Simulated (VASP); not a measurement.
# Zr: saddle point by the improved dimer method

Zr, defect, 15 atoms in the cell. PBE, improved dimer method; PAW potentials Zr_sv (PBE set).

Path: a Zr atom hops into a neighbouring Zr vacancy; Length of the hop (Å): 3.179; Atoms free in the vibrations (from 0): 1, 3, 7, 9, 11.

## Input

INCAR.step1:
```
PREC     = Accurate       # precision mode
ENCUT    = 250            # plane-wave cutoff, eV
EDIFF    = 1E-7           # SCF threshold, eV
ISMEAR   = 1              # smearing method
SIGMA    = 0.1            # smearing width, eV
LREAL    = False          # projectors in reciprocal space
LASPH    = True           # aspherical terms in the spheres
NELM     = 100            # most SCF steps
ALGO     = Normal         # electronic algorithm
LWAVE    = False          # write WAVECAR
LCHARG   = False          # write CHGCAR
ISYM     = 0            
KPAR     = 8            
IBRION   = 2              # ionic algorithm
NSW      = 100            # ionic steps
ISIF     = 2              # what is computed and relaxed
EDIFFG   = -0.005         # ionic threshold
POTIM    = 0.5            # step
```

INCAR.step2, as INCAR.step1 but for:
```
- EDIFF = 1E-7
- EDIFFG = -0.005
+ EDIFF = 1E-6
+ EDIFFG = -0.02
```

INCAR.step3, as INCAR.step2 but for:
```
- IBRION = 2
- NSW = 100
- ISIF = 2
- POTIM = 0.5
+ IBRION = 44
+ NSW = 300
```

INCAR.step4, as INCAR.step3 but for:
```
- EDIFF = 1E-6
- IBRION = 44
- NSW = 300
- EDIFFG = -0.02
+ EDIFF = 1E-7
+ IBRION = 5
+ NFREE = 2
+ POTIM = 0.015
+ NSW = 1
```

KPOINTS:
```
k-points
0
Gamma
  3 3 2
```

POSCAR.step1:
```
Zr
1.0
    6.4640000000      0.0000000000      0.0000000000
   -3.2320000000      5.5979882100      0.0000000000
    0.0000000000      0.0000000000     10.2940000000
Zr
15
Direct
    0.3333333334      0.1666666666      0.8750000000
    0.3333333334      0.6666666666      0.3750000000
    0.3333333334      0.6666666666      0.8750000000
    0.8333333334      0.1666666666      0.3750000000
    0.8333333334      0.1666666666      0.8750000000
    0.8333333334      0.6666666666      0.3750000000
    0.8333333334      0.6666666666      0.8750000000
    0.1666666667      0.3333333334      0.1250000000
    0.1666666667      0.3333333334      0.6250000000
    0.1666666667      0.8333333333      0.1250000000
    0.1666666667      0.8333333333      0.6250000000
    0.6666666667      0.3333333334      0.1250000000
    0.6666666667      0.3333333334      0.6250000000
    0.6666666667      0.8333333333      0.1250000000
    0.6666666667      0.8333333333      0.6250000000
```

POSCAR.step2:
```
Zr
1.0
    6.4640000000      0.0000000000      0.0000000000
   -3.2320000000      5.5979882100      0.0000000000
    0.0000000000      0.0000000000     10.2940000000
Zr
15
Direct
    0.3333333334      0.1666666666      0.8750000000
    0.3333333334      0.6666666666      0.3750000000
    0.3333333334      0.6666666666      0.8750000000
    0.8333333334      0.1666666666      0.3750000000
    0.8333333334      0.1666666666      0.8750000000
    0.8333333334      0.6666666666      0.3750000000
    0.8333333334      0.6666666666      0.8750000000
    0.3333333334      0.1666666666      0.3750000000
    0.1666666667      0.3333333334      0.6250000000
    0.1666666667      0.8333333333      0.1250000000
    0.1666666667      0.8333333333      0.6250000000
    0.6666666667      0.3333333334      0.1250000000
    0.6666666667      0.3333333334      0.6250000000
    0.6666666667      0.8333333333      0.1250000000
    0.6666666667      0.8333333333      0.6250000000
```

POSCAR.step3:
```
Zr                                      
1.0
    6.4640000000      0.0000000000      0.0000000000
   -3.2320000000      5.5979882100      0.0000000000
    0.0000000000      0.0000000000     10.2940000000
Zr
15
Direct
    0.3291996896      0.1634192851      0.8699085540
    0.3305966157      0.6728058576      0.3638180994
    0.3181502103      0.6694204372      0.8674152774
    0.8362619256      0.1676448323      0.3635518755
    0.8276874492      0.1727988523      0.8670464005
    0.8245737892      0.6767998342      0.3668400076
    0.8317021346      0.6701904973      0.8660766424
    0.2502470808      0.2574570569      0.2406672628
    0.1618843527      0.3404465069      0.6180156529
    0.1544824305      0.8358993333      0.1210246297
    0.1607308433      0.8398486118      0.6159704872
    0.6651895763      0.3445750795      0.1203792156
    0.6521830484      0.3396539606      0.6123914100
    0.6593083377      0.8370101934      0.1174083565
    0.6565567828      0.8362984952      0.6173364381

   -0.0381846579      0.0220460650     -0.0406862409
   -0.0545934400      0.0076624471     -0.0741586409
   -0.0275044837      0.0233009063     -0.0406854652
   -0.0339323228      0.0434478048     -0.0741585548
   -0.0339303492      0.0121697116     -0.0406844980
   -0.0175230861      0.0101168153     -0.0530279291
   -0.0446117048      0.0257569177     -0.0618178750
    0.5002667320     -0.2888285004      0.7705700639
   -0.0384822451      0.0222178385     -0.0408036653
   -0.0546625444      0.0072783026     -0.0740453868
   -0.0279117545      0.0227224512     -0.0408050478
   -0.0336346780      0.0436997942     -0.0740451733
   -0.0336343134      0.0128105783     -0.0408045931
   -0.0174550161      0.0100770084     -0.0531655972
   -0.0442061361      0.0255218592     -0.0616813965
```

POSCAR.step4:
```
Zr
1.0
    6.4640000000      0.0000000000      0.0000000000
   -3.2320000000      5.5979882100      0.0000000000
    0.0000000000      0.0000000000     10.2940000000
Zr
15
Selective dynamics
Direct
    0.3302217030      0.1602187486      0.8649934330  F F F
    0.3126574781      0.6986515389      0.3733560984  T T T
    0.3343955334      0.6633130615      0.8737764612  F F F
    0.7956140742      0.1852289734      0.3693632866  T T T
    0.8314298509      0.1604194858      0.8724912109  F F F
    0.8042904559      0.6925299811      0.3626501828  F F F
    0.8361470739      0.6613356371      0.8621621060  F F F
    0.2680748067      0.2804731392      0.2404446870  T T T
    0.1494036966      0.3411332148      0.6189997494  F F F
    0.1744879605      0.8066580415      0.1146337546  T T T
    0.1493416506      0.8423174649      0.6113613320  F F F
    0.6882004789      0.3236758647      0.1106173165  T T T
    0.6523637427      0.3455187863      0.6102078986  F F F
    0.6818125631      0.8157480434      0.1211331778  F F F
    0.6503131981      0.8470468525      0.6216596148  F F F
```

POSCAR.step5:
```
Zr
1.0
    6.4640000000      0.0000000000      0.0000000000
   -3.2320000000      5.5979882100      0.0000000000
    0.0000000000      0.0000000000     10.2940000000
Zr
15
Selective dynamics
Direct
    0.3333334403      0.1666667354      0.8750006725  F F F
    0.3447564611      0.6723782453      0.3749989661  T T T
    0.3280619305      0.6640309933      0.8750006036  F F F
    0.8276218047      0.1552436961      0.3749989695  T T T
    0.8359688844      0.1719379846      0.8750006119  F F F
    0.8276218516      0.6723782124      0.3749989626  F F F
    0.8359690366      0.6640308510      0.8750005902  F F F
    0.1674135433      0.3325862224      0.1298228462  T T T
    0.1674134999      0.3325863218      0.6201774853  F F F
    0.1674135010      0.8348272131      0.1298228072  T T T
    0.1674134749      0.8348271389      0.6201774960  F F F
    0.6651728190      0.3325864052      0.1298228045  T T T
    0.6651729528      0.3325864990      0.6201774935  F F F
    0.6666667231      0.8333333855      0.1237627350  F F F
    0.6666667443      0.8333334291      0.6262369560  F F F
```

Commands (each step's output is kept before the next begins):
```
cat potpaw_PBE.64/Zr_sv/POTCAR > POTCAR
cp INCAR.step1 INCAR
cp POSCAR.step1 POSCAR
mpirun -np 8 vasp_std > vasp.out
cp INCAR.step2 INCAR
cp POSCAR.step2 POSCAR
mpirun -np 8 vasp_std > vasp.out
# the block under the positions in POSCAR is the starting axis: the straight line between the two relaxed ends
cp INCAR.step3 INCAR
cp POSCAR.step3 POSCAR
mpirun -np 8 vasp_std > vasp.out
# POSCAR: the saddle point
cp INCAR.step4 INCAR
cp POSCAR.step4 POSCAR
mpirun -np 8 vasp_std > vasp.out
# POSCAR: the relaxed minimum
cp POSCAR.step5 POSCAR
mpirun -np 8 vasp_std > vasp.out
```

## Result

- Barrier (eV): 0.589
- Barrier with zero-point energies (eV): 0.576
- Imaginary frequency (cm⁻¹): 26
- Imaginary modes at the saddle: 1
- Attempt frequency (THz): 9.3
- Force evaluations of the dimer: 60
- Largest force left (eV/Å): 0.0097
- Ionic steps, all stages: 138
- Electronic steps, all stages: 1170

Vibrations (cm⁻¹; a negative value is imaginary):

| Mode | Minimum | Saddle |
|---|---|---|
| 1 | 168 | 173 |
| 2 | 167 | 169 |
| 3 | 163 | 163 |
| 4 | 152 | 146 |
| 5 | 140 | 146 |
| 6 | 137 | 142 |
| 7 | 136 | 115 |
| 8 | 132 | 108 |
| 9 | 125 | 108 |
| 10 | 112 | 95 |
| 11 | 109 | 82 |
| 12 | 97 | 81 |
| 13 | 77 | 65 |
| 14 | 74 | 61 |
| 15 | 74 | -26 |

Harmonic rate, classical:

| Temperature (K) | Jumps per second |
|---|---|
| 300 | 1.2e+03 |
| 600 | 1e+08 |
| 900 | 4.7e+09 |

The cell is Zr (16 atoms) with one Zr atom missing.

Limits: the cell holds 15 atoms, so the vacancy or interstitial meets its own images and the barrier isn't that of a lone defect; the attempt frequency counts the hopping atom and the four atoms nearest to it, while all others are held.

VASP 6.6.1 took 2865 s on 8 cores (Intel Xeon 6975P-C (Granite Rapids)), a shared host.
